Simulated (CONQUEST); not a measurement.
The system is HfO2.

```
CELL_PARAMETERS angstrom
5.00476 0.00000 0.00000
0.00000 5.03269 0.00000
0.00000 0.00000 5.21946
ATOMIC_POSITIONS crystal
Hf 0.73252 0.74144 0.96699
Hf 0.73252 0.24144 0.53301
Hf 0.26748 0.74144 0.46699
Hf 0.26748 0.24144 0.03301
O 0.92865 0.87927 0.63213
O 0.92865 0.37927 0.86787
O 0.53988 0.49229 0.23395
O 0.53988 0.99229 0.26605
O 0.46012 0.99229 0.76605
O 0.46012 0.49229 0.73395
O 0.07135 0.87927 0.13213
O 0.07135 0.37927 0.36787
```

Measurements of this composition are mostly on another form, of space group No. 14.

Base run:

* Program: CONQUEST 1.3
* Functional: PBE
* Potentials or basis: PseudoDojo NC PBE, DZP, grid cutoff 150 Ha
* k mesh: 6 × 5 × 5
* Occupations: fermi-dirac, width 0.05 eV
* Spin: no spin polarisation

Its results: band gap on the k mesh 4.31 eV, indirect (least direct gap 4.49 eV); pressure 11.6 GPa.

**Question.** After a change of settings the same cell gave: band gap on the k mesh 3.97 eV, indirect (least direct gap 4.15 eV); pressure 14.7 GPa. Which change was it?
A. k mesh from 6 × 5 × 5 to 4 × 4 × 4
B. potentials or basis from PseudoDojo NC PBE, DZP, grid cutoff 150 Ha to PseudoDojo NC PBE, DZ, grid cutoff 150 Ha; k mesh from 6 × 5 × 5 to 4 × 4 × 4
C. potentials or basis from PseudoDojo NC PBE, DZP, grid cutoff 150 Ha to PseudoDojo NC PBE, SZ, grid cutoff 150 Ha; k mesh from 6 × 5 × 5 to 4 × 4 × 4
D. potentials or basis from PseudoDojo NC PBE, DZP, grid cutoff 150 Ha to PseudoDojo NC PBE, SZP, grid cutoff 150 Ha; k mesh from 6 × 5 × 5 to 5 × 5 × 5

**Answer.** D.

Caveats: the real-space grid is too coarse here: the forces don't sum to zero and aren't listed, and the energy moves when atoms move against the grid; spin-orbit coupling is left out, which moves the levels of the heavy elements; an odd mesh through Γ misses points on the zone boundary, where band edges often lie; the basis of atomic orbitals isn't converged, which shifts pressures, moduli and gaps; the atomic basis is small (some runs).

Not every run made on this cell is shown here.
